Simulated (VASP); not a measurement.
# Si (Fd-3m) in VASP: further runs, part 2 of 2

VASP 6.6.1. The steps go on from the part before.

### Step 4. Single point, LDA (grid = ENCUT=400 dk=0.45 cell=2x2x2 ISMEAR=0 SIGMA=0.05 LREAL=Auto EDIFF=1e-06)

File INCAR:

```
PREC = Accurate
ENCUT = 400
EDIFF = 1E-6
ISMEAR = 0
SIGMA = 0.05
LREAL = Auto
LASPH = True
NELM = 120
ALGO = Fast
ISIF = 2
LWAVE = False
LCHARG = False
GGA = CA
NBANDS = 40
```

File KPOINTS:

```
Automatic mesh
0
Gamma
  3 3 3
```

File POSCAR:

```
Si
1.0
    0.0000000000      5.4437023730      5.4437023730
    5.4437023730      0.0000000000      5.4437023730
    5.4437023730      5.4437023730      0.0000000000
Si
16
Direct
    0.2500000000      0.2500000000      0.2500000000
    0.2500000000      0.2500000000      0.7500000000
    0.2500000000      0.7500000000      0.2500000000
    0.2500000000      0.7500000000      0.7500000000
    0.7500000000      0.2500000000      0.2500000000
    0.7500000000      0.2500000000      0.7500000000
    0.7500000000      0.7500000000      0.2500000000
    0.7500000000      0.7500000000      0.7500000000
    0.3750000000      0.3750000000      0.3750000000
    0.3750000000      0.3750000000      0.8750000000
    0.3750000000      0.8750000000      0.3750000000
    0.3750000000      0.8750000000      0.8750000000
    0.8750000000      0.3750000000      0.3750000000
    0.8750000000      0.3750000000      0.8750000000
    0.8750000000      0.8750000000      0.3750000000
    0.8750000000      0.8750000000      0.8750000000
```

Run with:

```sh
$ cat potpaw_LDA.64/Si/POTCAR > POTCAR
$ mpirun -np 1 vasp_std > vasp.out
```

Wall time 52 s (1 thread of Intel Xeon Platinum 8488C (Sapphire Rapids), shared host); peak memory 0.25 GiB.

These settings aren't checked as converged: the numbers below hold their error.

Results:

```
Free energy            : -95.1106 eV
Pressure               : -2.0 GPa
Band gap on the k mesh : 0.61 eV
```

Caveat: an odd mesh through Γ misses points on the zone boundary, where band edges often lie.

### Step 5. Single point, LDA (grid = ENCUT=350 dk=0.35 cell=2x2x2 ISMEAR=0 SIGMA=0.05 LREAL=Auto EDIFF=1e-06)

INCAR, as its differences from that of step 4:

```diff
@@ -1,3 +1,3 @@
 PREC = Accurate
-ENCUT = 400
+ENCUT = 350
 EDIFF = 1E-6
```

KPOINTS is that of step 4.

POSCAR is that of step 4.

Run with:

```sh
$ cat potpaw_LDA.64/Si/POTCAR > POTCAR
$ mpirun -np 1 vasp_std > vasp.out
```

Wall time 38 s (1 thread of Intel Xeon Platinum 8488C (Sapphire Rapids), shared host); peak memory 0.23 GiB.

These settings aren't checked as converged: the numbers below hold their error.

Results:

```
Free energy            : -95.0931 eV
Pressure               : -2.1 GPa
Band gap on the k mesh : 0.61 eV
```

Caveat: an odd mesh through Γ misses points on the zone boundary, where band edges often lie.

### Step 6. Single point, LDA (grid = ENCUT=500 dk=0.45 cell=2x2x2 ISMEAR=0 SIGMA=0.05 LREAL=Auto EDIFF=1e-06)

INCAR, as its differences from that of step 5:

```diff
@@ -1,3 +1,3 @@
 PREC = Accurate
-ENCUT = 350
+ENCUT = 500
 EDIFF = 1E-6
```

KPOINTS is that of step 5.

POSCAR is that of step 5.

Potentials or basis: VASP PAW LDA potentials, release 64 (Si).

Run with:

```sh
$ cat potpaw_LDA.64/Si/POTCAR > POTCAR
$ mpirun -np 1 vasp_std > vasp.out
```

OUTCAR:

```text
PREC = Accurate
   ENCUT = 500
   EDIFF = 1E-6
   ISMEAR = 0
   LREAL = Auto
   LASPH = True
   NELM = 120
   ISIF = 2
   GGA = CA

 Found      4 irreducible k-points:

 Following reciprocal coordinates:
            Coordinates               Weight
  0.000000  0.000000  0.000000      1.000000
  0.333333  0.000000  0.000000      8.000000
  0.333333  0.333333  0.000000      6.000000
 -0.333333  0.333333  0.000000     12.000000
   k-points           NKPTS =      4   k-points in BZ     NKDIM =      4   number of bands    NBANDS=     40
   number of dos      NEDOS =    301   number of ions     NIONS =     16
[... 251 lines left out ...]
  Total       -4.0500873     -4.0500873     -4.0500873     -0.0000000      0.0000000     -0.0000000
  in kB      -20.1123054    -20.1123054    -20.1123054     -0.0000000      0.0000000     -0.0000000
  external PRESSURE =     -20.1123054 kB  Pullay stress =       0.0000000 kB

 VOLUME and BASIS-vectors are now :
 -----------------------------------------------------------------------------
  energy-cutoff  :      500.00
  volume of cell :      322.64
      direct lattice vectors                 reciprocal lattice vectors
     0.000000000  5.443702373  5.443702373    -0.091849254  0.091849254  0.091849254
     5.443702373  0.000000000  5.443702373     0.091849254 -0.091849254  0.091849254
     5.443702373  5.443702373  0.000000000     0.091849254  0.091849254 -0.091849254

 POSITION                                       TOTAL-FORCE (eV/Angst)
 -----------------------------------------------------------------------------------
      2.72185      2.72185      2.72185        -0.000000     -0.000000     -0.000000
      5.44370      5.44370      2.72185        -0.000000     -0.000000     -0.000000
      5.44370      2.72185      5.44370        -0.000000     -0.000000     -0.000000
      8.16555      5.44370      5.44370        -0.000000     -0.000000      0.000000
      2.72185      5.44370      5.44370        -0.000000     -0.000000     -0.000000
      5.44370      8.16555      5.44370        -0.000000     -0.000000      0.000000
[... 8 lines left out ...]
      6.80463      6.80463      9.52648         0.000000      0.000000      0.000000
      9.52648      9.52648      9.52648         0.000000      0.000000      0.000000
 -----------------------------------------------------------------------------------
    total drift:                               -0.000000     -0.000000      0.000000

  FREE ENERGIE OF THE ION-ELECTRON SYSTEM (eV)
  ---------------------------------------------------
  free  energy   TOTEN  =       -95.1123299814 eV

  energy  without entropy=      -95.1123299814  energy(sigma->0) =      -95.11232998
```

OSZICAR:

```text
N       E                     dE             d eps       ncg     rms          rms(c)
DAV:   1     0.166113064942E+03    0.16611E+03   -0.24125E+04   320   0.128E+03
DAV:   2    -0.800639944208E+02   -0.24618E+03   -0.23341E+03   384   0.185E+02
DAV:   3    -0.967983501460E+02   -0.16734E+02   -0.16378E+02   424   0.441E+01
DAV:   4    -0.971989138293E+02   -0.40056E+00   -0.39966E+00   408   0.829E+00
DAV:   5    -0.972082073208E+02   -0.92935E-02   -0.92899E-02   408   0.127E+00    0.141E+01
RMM:   6    -0.957650050693E+02    0.14432E+01   -0.75898E-01   320   0.270E+00    0.847E+00
RMM:   7    -0.950984311916E+02    0.66657E+00   -0.20027E+00   352   0.429E+00    0.562E-01
RMM:   8    -0.951069979579E+02   -0.85668E-02   -0.17640E-01   349   0.166E+00    0.277E-01
RMM:   9    -0.951114827382E+02   -0.44848E-02   -0.53625E-02   362   0.846E-01    0.271E-01
RMM:  10    -0.951126684629E+02   -0.11857E-02   -0.12796E-02   387   0.442E-01    0.306E-01
RMM:  11    -0.951123471976E+02    0.32127E-03   -0.22641E-03   361   0.210E-01    0.629E-01
RMM:  12    -0.951123676304E+02   -0.20433E-04   -0.34240E-04   376   0.919E-02    0.421E-01
RMM:  13    -0.951123021431E+02    0.65487E-04   -0.22113E-04   351   0.664E-02    0.131E-01
RMM:  14    -0.951123167861E+02   -0.14643E-04   -0.35716E-05   384   0.284E-02    0.105E-01
RMM:  15    -0.951123264220E+02   -0.96359E-05   -0.96735E-06   336   0.138E-02    0.449E-02
RMM:  16    -0.951123284481E+02   -0.20261E-05   -0.42611E-06   304   0.799E-03    0.455E-02
RMM:  17    -0.951123299835E+02   -0.15354E-05   -0.22577E-06   231   0.671E-03    0.406E-03
RMM:  18    -0.951123299814E+02    0.21200E-08   -0.47396E-07   208   0.299E-03
   1 F= -.95112330E+02 E0= -.95112330E+02  d E =-.276599E-14
```

Run time: 65 s. Hardware: 1 thread of Intel Xeon Platinum 8488C (Sapphire Rapids), shared host; peak memory 0.29 GiB.

These settings aren't checked as converged: the numbers below hold their error.

What came out:

```yaml
Free_energy: -95.1123 eV
Pressure: -2.0 GPa
Band_gap_on_the_k_mesh: 0.61 eV
```

Caveat: an odd mesh through Γ misses points on the zone boundary, where band edges often lie.
